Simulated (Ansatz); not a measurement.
Crystal: Ca.

```
CELL_PARAMETERS angstrom
0.00000 2.79420 2.79420
2.79420 0.00000 2.79420
2.79420 2.79420 0.00000
ATOMIC_POSITIONS crystal
Ca 0.00000 0.00000 0.00000
```

Base run:

- Program: Ansatz 0.2.0
- Functional: PBEsol
- Potentials or basis: all-electron LAPW, scalar-relativistic
- Cutoff: 79 eV (chosen from the basis error)
- Basis error allowed: 0.001 eV/atom
- k mesh: 8 × 8 × 8
- Occupations: gaussian, width 0.1 eV
- Spin: no spin polarisation

Its results: band gap on the k mesh none (metal or under the smearing width); pressure -1.2 GPa.

Q: After a change of settings the same cell gave: band gap on the k mesh none (metal or under the smearing width); pressure 0.3 GPa. Which change was it?
A. functional from PBEsol to RPBE
B. functional from PBEsol to PBE
C. occupations from gaussian, width 0.1 eV to fermi-dirac, width 0.05 eV

A: A.

RPBE binds less tightly than PBEsol, so the same cell stands under more pressure.
